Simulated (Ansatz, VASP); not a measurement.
**LiF: VASP beside Ansatz**

The input POSCAR:

```
LiF
1.0
    0.0000000000      1.9331607550      1.9331607550
    1.9331607550      0.0000000000      1.9331607550
    1.9331607550      1.9331607550      0.0000000000
Li F
1 1
Direct
    0.0000000000      0.0000000000      0.0000000000
    0.5000000000      0.5000000000      0.5000000000
```

The input INCAR.step1:

```
SYSTEM = LiF
PREC = Accurate ; ENCUT = 520
ISMEAR = 0 ; SIGMA = 0.02
LREAL = .False. ; LASPH = .True.
NELM = 100 ; NBANDS = 12
GGA = PE ; ALGO = Normal
EDIFF = 1E-4 ; LWAVE = .True.
LCHARG = .False.
```

File INCAR.step2:

```
SYSTEM = LiF
PREC = Accurate ; ENCUT = 520
EDIFF = 1E-6 ; ISMEAR = 0
SIGMA = 0.02 ; LREAL = .False.
LASPH = .True. ; NELM = 100
ALGO = Normal ; ISIF = 2
LWAVE = .False. ; LCHARG = .True.
METAGGA = R2SCAN ; LMIXTAU = .True.
LELF = .True. ; LVHAR = .True.
NBANDS = 12 ; ISTART = 1
```

File KPOINTS:

```
Automatic mesh
0
Gamma
  10 10 10
  0 0 0
```

Input for Ansatz:

```yaml
crystal:
  lattice:
    - [0.0, 1.933160755, 1.933160755]
    - [1.933160755, 0.0, 1.933160755]
    - [1.933160755, 1.933160755, 0.0]
  atoms:
    - { symbol: Li, position: [0.0, 0.0, 0.0] }
    - { symbol: F, position: [0.5, 0.5, 0.5] }
basis:
  ecutwfc: 500
kpoints:
  mp_grid: { grid: [10, 10, 10] }
hamiltonian:
  xc: r2scan
scf:
  occupations: { method: gaussian, width: 0.02 }
output:
  forces: true
  stress: true
  eigenvalues: true
```

Alike in both runs: task single point; functional r2SCAN; k mesh 10 × 10 × 10; occupations gaussian, width 0.02 eV; no spin polarisation.

```csv
,VASP,Ansatz
version,VASP 6.6.1,Ansatz 0.2.0
potentials or method,"VASP PAW PBE potentials, release 64 (Li_sv, F)","scalar-relativistic, plane waves, PAW"
plane-wave cutoff (eV),520,500
valence electrons in the cell,10,10
```

VASP gave:

| Item | Value |
| --- | --- |
| gap on the k mesh at the Fermi level (eV) | 11.52 |
| least direct gap on the mesh (eV) | 11.52 |

Q: What did Ansatz give for the same quantities?

A: gap on the k mesh at the Fermi level (eV): 11.30; least direct gap on the mesh (eV): 11.30.

 A k mesh can miss the band edges. r2SCAN opens gaps a little over a GGA but as a rule still falls short of measured ones.
